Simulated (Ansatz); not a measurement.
HgSe:

```
Hg Se
1.0
     0.00000    3.03900    3.03900
     3.03900    0.00000    3.03900
     3.03900    3.03900    0.00000
Hg Se
1 1
Direct
  0.00000 0.00000 0.00000
  0.75000 0.75000 0.75000
```

- Program: Ansatz 0.2.0
- Task: relaxation of cell and atoms
- Functional: PBEsol
- Potentials or basis: all-electron LAPW, scalar-relativistic
- Basis error allowed: 0.001 eV/atom
- k mesh: 8 × 8 × 8
- Occupations: fermi-dirac, width 0.05 eV
- Spin: no spin polarisation

At the start: volume 28.07 Å³/atom.

**Question.** Where does the relaxation end?

**Answer.** Over 4 steps the energy falls by 3.6 meV/atom and the volume is 28.86 Å³/atom (+2.8 %); space group F-43m (No. 216, to 0.05 Å).

Step by step:
```csv
step,energy change (eV),largest force (eV/Å),volume (Å³)
1,0.0000,0.0000,56.13
2,-0.0064,0.0000,58.22
3,-0.0072,0.0000,57.72
4,-0.0072,0.0000,57.72
```

Final structure:
```yaml
crystal:
  lattice:
    - [0.00000, 3.06740, 3.06740]
    - [3.06740, 0.00000, 3.06740]
    - [3.06740, 3.06740, 0.00000]
  atoms:
    - { symbol: Hg, position: [0.00000, 0.00000, 0.00000] }
    - { symbol: Se, position: [0.75000, 0.75000, 0.75000] }
```
